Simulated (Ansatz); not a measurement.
La₂O₃ (P-3m1) from a database structure was put through Ansatz (plane waves). Cell and atoms come from a relaxation with r2SCAN.

The cell given to it:
```cif
data_structure
_symmetry_space_group_name_H-M 'P 1'
_symmetry_Int_Tables_number 1
_cell_length_a 3.9351
_cell_length_b 3.9351
_cell_length_c 6.1262
_cell_angle_alpha 90.000
_cell_angle_beta 90.000
_cell_angle_gamma 120.000
_cell_volume 82.16
loop_
_atom_site_label
_atom_site_type_symbol
_atom_site_fract_x
_atom_site_fract_y
_atom_site_fract_z
_atom_site_occupancy
La1 La 0.66667 0.33333 0.75384 1
La2 La 0.33333 0.66667 0.24616 1
O1 O 0.66667 0.33333 0.35389 1
O2 O 0.33333 0.66667 0.64611 1
O3 O 0.00000 0.00000 0.00000 1
```

Output, abridged:
```
scf.n_extra_bands = 5 over 20 filled bands (N_el = 40.0): the run solves 25 bands
Crystal: 5 atoms, lattice volume = 82.155 Å³
Basis set: ecut = 420 eV, 1641 PW (Γ)
Symmetry: 12 space group operations
Space group: P-3m1 (ITA 164)
k-points: 69 of 576
preconditioner: auto → Resta (q_TF=auto, 2.420 Å⁻¹)  ε∞=4.9  [insulator: Δε(μ)=3.866 eV  σ=0.020 eV  ℏωp=24.6 eV]
SCF converged after 7 iterations
Free energy (F): -14212.063889 eV
Fermi energy:    11.577981 eV
--- Per-component energies (eV) ---
  E_band       = -8.918284
  E_kinetic    = 912.411002
  E_local      = -1537.872322
  E_nonlocal   = 336.573076
  E_hartree    = 548.693646
  E_xc         = -503.474490
  E_vxc        = -581.997673
  E_paw        = -11307.905270
  E_vpaw       = -235.426494
  E_ewald      = -2660.496744
--- Forces (eV/Å), atoms counted from 1 ---
  atom   1  La      0.00000      0.00000    -0.02401
  atom   2  La      0.00000      0.00000      0.02401
  atom   3  O       0.00000      0.00000      0.00025
  atom   4  O       0.00000      0.00000    -0.00025
  atom   5  O       0.00000      0.00000      0.00000
--- Stress (GPa, compression-positive) ---
        1.208498       0.000000       0.000000
        0.000000       1.208498       0.000000
        0.000000       0.000000       1.475110
  P = ⅓ Tr σ = 1.2974 GPa (12.974 kbar)
--- Band table (eV; the first three rows and the last of 69) ---
  k-point 0: bands = […, 7.4635, 7.5784, 7.9976, 9.2716, 9.2716, 9.5333, 13.9197, 14.2099, 14.2099, 14.7678, …]
  k-point 1: bands = […, 7.6662, 7.6662, 8.3608, 9.2391, 9.3151, 9.3151, 14.0553, 14.2682, 14.2682, 14.7483, …]
  k-point 2: bands = […, 7.7642, 7.7642, 8.6478, 8.8686, 9.3650, 9.3650, 14.2774, 14.3209, 14.3209, 14.5448, …]
  k-point 68: bands = […, 8.2777, 8.2777, 9.0876, 9.3700, 9.3700, 9.4214, 13.8779, 14.4432, 14.5011, 14.5011, …]
```

Q: Which of these blocks stood in the input: relax, gw, phonons, dielectric, magnetization (spin_orbit)?

A: None of them. A single point prints forces and stress when the output block asks for them.

Q: Which k mesh was typed?

A: 12×12×4, Γ-centred. This is one of several that fit.

Q: How were the bands filled?

A: With smearing of width σ = 0.02 eV (Fermi-Dirac in this run).

Q: Which functional?

A: PBE. There is no exchange loop, so no exact exchange. The compression on the r2SCAN cell fits PBE, which tends to larger cells. The lines shown narrow the functional down without fixing it; this is the one that was run.

Command: `ansatz run input.yaml --threads 4 --pin off --max-ram 6451MiB --backend cpu --events-out ev --progress --plain --runs-dir out`. It took 4.3 s on 4 threads of Arm Neoverse V1, with other jobs on the host; peak host memory 0.48 GiB.

No spin polarisation and no zero-point or thermal motion.

Spin-orbit coupling is left out.
